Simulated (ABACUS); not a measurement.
Crystal: Hf.

```
CELL_PARAMETERS angstrom
-1.80500 1.80500 1.80500
1.80500 -1.80500 1.80500
1.80500 1.80500 -1.80500
ATOMIC_POSITIONS crystal
Hf 0.00000 0.00000 0.00000
```

This isn't the form of Hf at room conditions, which is hcp.

* Program: ABACUS 3.10.1
* Task: single point
* Functional: PBEsol
* Potentials or basis: PseudoDojo NC SR 0.4.1 PBEsol standard
* Cutoff: 789 eV
* Density cutoff: 3157 eV
* Basis: plane waves
* k mesh: 10 × 10 × 10
* Occupations: fermi-dirac, width 0.05 eV
* Spin: no spin polarisation

On this cell: pressure -8.7 GPa; band gap on the k mesh none (metal or under the smearing width).

The same run follows on a disturbed copy (cell strained at random at fixed volume):

```
Hf
1.0
    -1.73538    1.78809    1.84034
     1.76840   -1.76106    1.84632
     1.78180    1.80748   -1.81331
Hf
1
Cartesian
  -0.0019 -0.0364 -0.0241
```

Task: What does the disturbed cell give?

Result: The energy (extrapolated to zero smearing) moves by +1.7 meV/atom; pressure -8.7 GPa; band gap on the k mesh none (metal or under the smearing width).

Stress tensor (GPa, compression positive):
```
-9.48 -1.13 -0.90
-1.13 -8.81 -0.74
-0.90 -0.74 -7.73
```
